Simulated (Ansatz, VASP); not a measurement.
# One calculation of LiF, two programs

```
Li F
1.0
     2.98791    0.00000    0.00000
    -1.49395    2.58760    0.00000
     0.00000    0.00000    4.98106
Li F
2 2
Cartesian
  0.0000 1.7251 1.8364
  1.4940 0.8625 4.3269
  0.0000 1.7251 5.0126
  1.4940 0.8625 2.5220
```

Alike in both runs: task single point; functional PBEsol; k mesh 9 × 9 × 6; occupations gaussian, width 0.02 eV; no spin polarisation.

```csv
,VASP,Ansatz
version,VASP 6.6.1,Ansatz 0.2.0
potentials or method,"VASP PAW PBE potentials, release 64 (Li_sv, F)","scalar-relativistic, plane waves, PAW"
plane-wave cutoff (eV),520,420
valence electrons in the cell,20,20
```

Ansatz gave:

```
gap on the k mesh at the Fermi level (eV) : 7.84
least direct gap on the mesh (eV)         : 7.84
rms of the force components (eV/Å)        : 0.132
```

Task: Which values does VASP return?

Result: gap on the k mesh at the Fermi level (eV): 7.83; least direct gap on the mesh (eV): 7.83; rms of the force components (eV/Å): 0.136.

Atom by atom the forces differ by 0.004 eV/Å (rms over components). The functional is the same, so the differences come from potentials, cutoffs and numerics.

Caveats: the PAW data sets were made with another functional, which shifts forces and pressure a little (VASP); an odd mesh through Γ misses points on the zone boundary, where band edges often lie.
